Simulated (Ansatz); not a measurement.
# PbS(001) slab, 2 layers: phonons and vibrational spectra, part 2 of 2

Wanted: phonon frequencies of PbS(001) slab, 2 layers and what follows from them.

Ansatz 0.2.0; DFT PBEsol, scalar-relativistic, plane waves, PAW.

So far. Step 4 (Tight relaxation): The largest force component left is 0.84 meV/Å, within the tolerances set. Step 5 (Linear response at the zone centre): Before it was imposed, the acoustic sum rule was missed by 9.5e-5 eV/Å² and the charge sum rule by 0.022 e. Small misses are needed for a sound result but don't prove that mesh and cutoff are converged. The lowest optical mode is real, 37.0 cm⁻¹.

## Step 6: Response at finite wavevector

Stability and thermal properties need the whole zone. Linear response on a 4×4×1 q mesh gives force constants as far as a supercell of that size would, and the tensors from the zone-centre run are typed in so that the long-range dipole term is interpolated apart.

Contents of input.yaml:

```yaml
crystal:
  lattice:
    - [2.9472499588, 2.9472499588, 0.0]
    - [-2.9472499588, 2.9472499588, 0.0]
    - [0.0, 0.0, 29.74000956]
  atoms:
    - { symbol: Pb, position: [0.0, 0.0, 0.2213236739] }
    - { symbol: Pb, position: [0.5, 0.5, 0.315663376] }
    - { symbol: S, position: [0.5, 0.5, 0.2261371633] }
    - { symbol: S, position: [0.0, 0.0, 0.3108498867] }
  periodic: [true, true, false]
kpoints:
  mp_grid: { grid: [8, 8, 1] }
hamiltonian:
  xc: pbesol
scf:
  occupations: { method: fixed }
output:
  eigenvalues: true
phonons:
  method: dfpt
  qmesh: [4, 4, 1]
  temperatures: { t_max: 1000, t_step: 50 }
  qpath:
    path: [[0.0, 0.0, 0.0], [0.0, 0.5, 0.0], [0.5, 0.5, 0.0], [0.0, 0.0, 0.0]]
    npoints: 10
  isolated: true
  non_analytic_term:
    high_frequency_dielectric_tensor: [[3.9377, 0.0, 0.0], [0.0, 3.9377, 0.0], [0.0, 0.0, 1.1786]]
    born_effective_charges:
      - { species: Pb, tensor: [[4.5909, 0.0, 0.0], [0.0, 4.5909, 0.0], [0.0, 0.0, 0.2974]] }
      - { species: Pb, tensor: [[4.5909, 0.0, 0.0], [0.0, 4.5909, 0.0], [0.0, 0.0, 0.2974]] }
      - { species: S, tensor: [[-4.5909, 0.0, 0.0], [0.0, -4.5909, 0.0], [0.0, 0.0, -0.2974]] }
      - { species: S, tensor: [[-4.5909, 0.0, 0.0], [0.0, -4.5909, 0.0], [0.0, 0.0, -0.2974]] }
    source: "zone-centre run at this cell"
```

Command:

```sh
$ ansatz run input.yaml --threads 8 --pin off --max-ram 14336MiB --backend cpu --events-out ev --progress --plain --runs-dir out
```

Numbers of over 12 decimals in the logs are rounded to 6 here.

The log of the run:

```text
Warning: phonons: the dynamical matrix that this run interpolates holds no multipole term above the dipole-dipole one, and a site of this crystal is no centre of inversion, so its interpolated transverse optical and acoustic branches and sound speeds can stay off near Gamma, and the density of states and the thermodynamics with them. What a run solves at a wave vector of phonons.qpoints, Gamma apart, where the deck admits one, is free of this, and under fd what a larger phonons.supercell samples
[...]
Crystal: 4 atoms, lattice volume = 516.660 Å³
Basis set: ecut = 420 eV, 10027 PW (Γ), exchange–correlation on 60×60×400 points (8 copies of the dense FFT grid, shifted against one another)
Bands: 24, of which v1, the nominal top of the filled ones, is band 20 counted from 1 (19 counted from 0)
Symmetry: 16 space group operations
k-points: 15 of 64 (irreducible under 8 space group operations)
[...]
SCF iter   1: F=—  HF=-25281.477435 eV  |F-HF|=—  |Δ(HF+E_count)|=         —  Δρ=1.74e-3  dr2=4.30e-2  ethr=1.77e-3  ⟨swp⟩=7.4  Hψ=1997  notcnv=0  defer=24
[...]
SCF iter  10: F=-25281.467463 eV  HF=-25281.467463 eV  |F-HF|=7.28e-12  |Δ(HF+E_count)|=  7.28e-12  Δρ=2.38e-8  dr2=3.26e-12  ethr=1.00e-12  ⟨swp⟩=20.3  Hψ=3380  notcnv=0
[...]
SCF 1 converged in 10 iterations: F = -25281.467463 eV  dr2 = 3.26e-12
[...]
NSCF: frozen V_eff on 15 k-points
[...]
DFPT response loops at q = (0, 0, 0) (fractional): preconditioner auto → none (the input reference at scf.mixing.eps_inf says where Resta's filter doesn't serve); β = 0.50; Broyden in place of MSR1
[...]
SCF converged after 10 iterations
Free energy (F): -25281.467463 eV
[...]
Internal energy: -25281.467463 eV  (E = F + TS)
E sigma→0 (E₀):  -25281.467463 eV
Fermi energy:    -4.474601 eV
[...]
--- Band table (eV; the first three rows and the last of 15) ---
  k-point 0: bands = [... 16 lower, -7.2121, -6.0832, -6.0832, -4.8321, -2.5697, -0.5093 (-0.5118°), 0.1533, 0.1685]
  k-point 1: bands = [... 16 lower, -7.0074, -5.9817, -5.7789, -4.8818, -2.5094, -0.4817 (-0.4826°), -0.1419, 0.1747]
  k-point 2: bands = [... 16 lower, -6.5331, -5.7287, -5.1083, -5.0630, -2.2782, -1.6680, -0.7432, -0.5063]
  k-point 14: bands = [... 16 lower, -7.5365, -7.5365, -6.0559, -6.0559, -0.3916, -0.3916, 0.7265, 0.7265]
  ° read free of the cell's end (the report's vacuum.weakly_bound_levels)
--- Phonons (Γ-DFPT): 8 representative perturbations + reference (Σ response iterations 38) ---
  ASR residual: 1.191e-4 → 0.000e0 eV/Å²; symmetrization residual: 1.392e-5 eV/Å²
[...]
ASR residual per site (eV/Å²): 1.32e-5 1.35e-5 1.19e-4 1.03e-4
[...]
--- Phonons (arbitrary-q DFPT): 6 irreducible q on the 4×4×1 mesh ---
  q = [0.0000, 0.0000, 0.0000] (star 1, of the zone-centre solve; hermiticity 4.00e-6, symmetrization 1.11e-12, taken by the last average 3.31e-7): -0.00 0.00 0.00 37.03 37.03 60.87 64.50 64.50 152.84 152.84 212.10 267.56
  q = [0.0000, 0.2500, 0.0000] (star 4, 8 solved perturbations in 416 linear systems a pass and spin channel, the states on 64 of 64 k-point pairs; hermiticity 7.04e-6, symmetrization 3.75e-10, taken by the last average 8.02e-7): 22.07 34.73 44.95 48.94 70.47 72.75 159.87 165.85 175.02 210.97 232.04 258.24
[...]
q = [0.2500, 0.2500, 0.0000] (star 4, 12 solved perturbations on 36 of 64 k-point pairs; hermiticity 7.94e-6, symmetrization 4.88e-10, taken by the last average 7.77e-7): 28.82 34.24 49.52 50.07 72.14 80.52 94.49 157.96 195.92 201.64 232.86 246.73
[...]
sum rule: each row above includes the acoustic sum rule's correction from the zone centre's row sums; it moved no ω² by more than (1.00 cm⁻¹)²
  mesh force constants: q→R imaginary residual 1.56e-18; ASR residual 1.191e-4 → 0.000e0 eV/Å²; symmetrization residual 7.105e-15 eV/Å²
  interpolated dispersion: 31 rows × 12 modes
  density of states and harmonic sums: on the 16×16×1 q-mesh, interpolated from the force constants of a 4×4×1 supercell (with the dipole–dipole term of supplied tensors)
  largest difference from the sums on the solved wave vectors: F 5.79e-2 eV, S 7.30e-5 and C_V 1.51e-5 eV/K
  zero-point energy: 0.091227 eV/cell   skipped modes (ω ≤ 0): 3   left out of the sums: 9.77e-4 of the cell's modes: C_V's classical limit lies that fraction below 3 k_B per atom; for a crystal, a wire or a layer, F and S can be off by more, and a phonons.interpolated_qmesh denser along its periods is the remedy for the sampling
```

Run time: 13 min. Hardware: 8 threads of Arm Neoverse N1, shared host; peak memory 2.9 GiB; 1.6 h of CPU time.

Numbers from this step:

| Quantity | Value |
| --- | --- |
| sum-rule residual before enforcement | 1.19e-4 eV/Å² |
| lowest frequency on the path | 0 cm⁻¹ |
| highest frequency on the path or at a solved wavevector | 267.6 cm⁻¹ |
| mean frequency | 122.2 cm⁻¹ |
| lowest mode on the q mesh (acoustic modes at Γ apart) | 22.07 cm⁻¹ |
| zero-point energy per atom | 22.81 meV |
| heat capacity at 300 K | 23.95 J/(mol atoms K) |
| vibrational entropy at 300 K | 45.15 J/(mol atoms K) |

Frequencies (cm⁻¹) solved at each irreducible wavevector; negative means imaginary. Frequencies by wavevector, by row:

```tsv
q in reciprocal lattice units	star	mode 1	mode 2	mode 3	mode 4	mode 10	mode 11	mode 12
0 0 0	1	0	0	0	37	152.8	212.1	267.6
0 0.25 0	4	22.1	34.7	45	48.9	211	232	258.2
0 -0.5 0	2	42.3	42.3	49.5	49.5	202.1	246.6	246.6
0.25 0.25 0	4	28.8	34.2	49.5	50.1	201.6	232.9	246.7
0.25 -0.5 0	4	39.4	39.4	48.5	48.5	182.4	236	236
-0.5 -0.5 0	1	40	40	43.2	43.2	163.3	225.9	225.9
```

Interpolated from a 4×4×1 q mesh, with the LO-TO term (at Γ the limit along the path; where Γ stands inside the path, tables give the limit on arrival). The phonon branches at the labelled points (cm⁻¹):

```tsv
point	branch 1	branch 2	branch 3	branch 4	branch 9	branch 10	branch 11	branch 12
Γ	0	0	0	37	153	153	212	268
halfway	22	35	45	49	175	211	232	258
X	42	42	50	50	202	202	247	247
halfway	39	39	48	48	182	182	236	236
M	40	40	43	43	163	163	226	226
halfway	29	34	50	50	196	202	233	247
Γ	0	0	0	37	153	153	212	268
```

Tetrahedra on a 16×16×1 mesh, mean over bins of 5 cm-1. Interpolated from a 4×4×1 q mesh. Phonon density of states against wavenumber; read off at these points:

```tsv
wavenumber (cm⁻¹)	phonon density of states (1/cm⁻¹/cell)
2	0.0053
8	0.0088
18	0.0215
22	0.0301
32	0.0696
38	0.131
48	0.244
52	0.0799
58	0.0279
68	0.0480
72	0.0658
78	0.0709
82	0.0604
88	0.0481
98	0.00985
102	0.0151
108	0.0167
118	0.011
122	0.0104
132	0.00946
138	0.00944
148	0.00955
152	0.0354
162	0.0564
168	0.0786
172	0.0554
182	0.0456
188	0.0476
198	0.0518
202	0.0461
212	0.0528
218	0.00516
222	0.00622
232	0.0870
238	0.0901
248	0.0389
252	0.0339
262	0.0216
268	0.00607
```

The partial phonon density of states has structure finer than the step of the table below, so its rows give means over 10 cm⁻¹, whole bins alone (the curve runs from -10 to 286 cm⁻¹). Peaks (cm⁻¹: height): Pb 47.6: 0.234, 79.2: 0.0839; S 107.1: 0.0269, 138.7: 0.0225, 164.8: 0.111, 200.1: 0.0669, 207.5: 0.0451, 233.5: 0.0600, 246.5: 0.0624.

Phonopy on the run's constants, 13x13x1 mesh, Gaussian sigma 2.1 cm-1. Interpolated from a 4×4×1 q mesh. Table of partial phonon density of states by wavenumber; means over each step; values in 1/cm⁻¹/cell:

```tsv
wavenumber (cm⁻¹)	Pb	S
0	0.00419	6.3e-4
10	0.00882	0.00117
20	0.0219	0.00256
30	0.0556	0.00550
40	0.132	0.00933
50	0.158	0.00586
60	0.0368	0.00267
70	0.0526	0.00321
80	0.0610	0.00598
90	0.0324	0.00915
100	0.00253	0.00898
110	0.00123	0.0179
120	4.7e-4	0.00747
130	3.7e-4	0.00629
140	7.8e-4	0.0178
150	1.0e-4	0.00652
160	0.00109	0.0706
170	0.00172	0.0632
180	0.00139	0.0415
190	0.00139	0.0467
200	0.00227	0.0493
210	0.00467	0.0389
220	0.00173	0.0139
230	0.00505	0.0477
240	0.00437	0.0499
250	0.00397	0.0447
260	0.00254	0.0195
270	4.7e-4	0.00314
280	0	6.5e-7
```

Harmonic thermodynamic functions per atom, from the density of states. Interpolated from a 4×4×1 q mesh. Thermodynamic functions, by row:

```tsv
T (K)	F_vib (meV/atom)	S (J/mol-atom/K)	C_V (J/mol-atom/K)
0	22.81	0	0
100	12.35	21.04	18.64
200	-17.64	35.63	22.87
300	-59.79	45.15	23.95
400	-110.3	52.1	24.36
500	-167.3	57.56	24.56
600	-229.3	62.05	24.67
700	-295.7	65.86	24.73
800	-365.7	69.17	24.78
900	-438.9	72.08	24.81
1000	-515	74.7	24.83
```

Symmetry leaves 6 wavevectors to solve. The lowest mode among them, the acoustic zeros apart, lies at q = (0, 0.25, 0) and is real, 22.1 cm⁻¹.

## Step 7: What came out

| Property | Result |
| --- | --- |
| space group after relaxation (within 0.01 Å) | P4/nmm |
| area per atom | 4.34 Å² |
| gap on the k-mesh | 1.73 eV |
| highest optical mode at the zone centre (no LO-TO term) | 268 cm⁻¹ |
| lowest optical zone-centre mode | 37.0 cm⁻¹ |
| largest Born charge (third of the trace) | 3.16 e |
| lowest mode on the q mesh (acoustic modes at Γ apart) | 22.1 cm⁻¹ |
| highest frequency on the path or at a solved wavevector | 268 cm⁻¹ |
| zero-point energy per atom | 22.8 meV |
| heat capacity at 300 K | 24.0 J/(mol atoms K) |
| vibrational entropy at 300 K | 45.1 J/(mol atoms K) |
| imaginary modes on the 4×4×1 q mesh | none |

The structure is a minimum as far as tested: no mode is imaginary at the 6 irreducible wavevectors of the 4×4×1 mesh, and the softest away from the acoustic zeros lies at 22 cm⁻¹. Without the field, the optical modes at Γ span 37 to 268 cm⁻¹. The highest mode in this list at Γ, 267.6 cm⁻¹, is mostly motion of S (87 % of the kinetic energy). The strongest infrared line is at 64 cm⁻¹. In a sheet or slab the interpolated bending branch near Γ is rough, since the rotational sum rule isn't imposed. Dielectric tensors refer to the cell with its vacuum. Spin-orbit coupling is left out, which can matter for the heavy elements here. The starting cell was built on a prototype and not taken from a measurement. These are harmonic frequencies at zero temperature: anharmonic shifts, linewidths and thermal expansion are left out.

[Logs are printed without paths, hosts, clocks, repeated set-up lines and the standing remarks that a program may print on its own settings, such as how far it seeks lower states.]

[Hosts, paths, dates, database ids (printed as entryN), source tags and the programs' standing remarks are cut or masked in the printed files.]
